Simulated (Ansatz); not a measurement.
All numbers below come from Ansatz 0.2.0, DFT PBE, scalar-relativistic, plane waves, PAW. Settings: cutoff 420 eV, Γ-centred meshes spaced at most about 0.3 Å⁻¹, and about 0.25 Å⁻¹ or finer for metals (2π included), Gaussian smearing. No spin polarisation in the final relaxations.

All energies are static (0 K, no zero-point motion).

Compare these two cells of SiC5, each relaxed at this level.

1.

```
Si C
1.0
     2.43950    0.00000    0.00000
    -1.21975    2.11267    0.00000
     0.00000    0.00000   16.83855
Si C
1 5
Direct
  0.00000 0.00000 0.50000
  0.00000 0.00000 0.00000
  0.33333 0.66667 0.75816
  0.66667 0.33333 0.75816
  0.33333 0.66667 0.24184
  0.66667 0.33333 0.24184
```

2.

```
Si C
1.0
     4.65008    0.00000    0.00000
    -2.32504    4.02708    0.00000
     0.00000    0.00000    4.56350
Si C
1 5
Direct
  0.00000 0.00000 0.00000
  0.00000 0.62018 0.00000
  0.62018 0.00000 0.00000
  0.37982 0.37982 0.00000
  0.33333 0.66667 0.00000
  0.66667 0.33333 0.00000
```

Question: Which form is favoured at zero pressure, and by what margin per atom?

Answer: Cell 2 is lower, by 0.70 eV/atom. Cell 1 has space group P6/mmm (No. 191), 14.5 Å³/atom and no gap on its mesh; cell 2 has space group P-62m (No. 189), 14.2 Å³/atom and no gap. Counting C atoms around Si (those within 1.25 times the shortest such distance or 1.15 times the sum of covalent radii; a plus sign parts nearer from farther groups; the shortest distance is added where it is long for a bond), cell 1 has Si 12+12 from 4.6 Å and cell 2 has Si 3. Cell 1 holds Si–Si nets (shortest 2.44 Å) and C–C nets (shortest 1.41 Å); cell 2 holds C–C nets (shortest 1.45 Å). Even the lower one lies +0.39 eV/atom against the reference forms of the elements (uncorrected), so neither is stable at this level. Both come from invented guesses.

No dispersion correction is applied, so the spacing and binding between layers, chains or molecules are poorly described (P6/mmm, P-62m), and this can change margins and order among such cells. The zero gap of P-62m may come from the functional, which often closes small gaps, or the cell may be a true semimetal. Cells relaxed within their symmetry can be saddle points.

The margin mostly reflects how each cell uses its carbon. In cell 1, four of the five carbons form graphene-like sheets, but the fifth lies in a flat layer of its own, with its nearest neighbours 2.44 Å away, far too distant for normal C–C bonds. That nearly unbonded carbon is probably the largest part of the energy penalty, with a further cost from silicon held in a flat close-packed sheet without directional tetrahedral bonds. Cell 2 is instead a honeycomb layer with silicon on one site in six, so every atom has three bonded neighbours and Si–C bonds replace the segregated layers.

Its remaining instability fits silicon's preference for four σ bonds over planar π bonding, together with the strain of fitting a larger atom into a carbon network. Since silicon carbide is itself stable against the elements, a mixture of it with graphite should lie lower still. Spin polarisation could stabilise the stranded carbon in cell 1, though probably not enough to reverse the order.
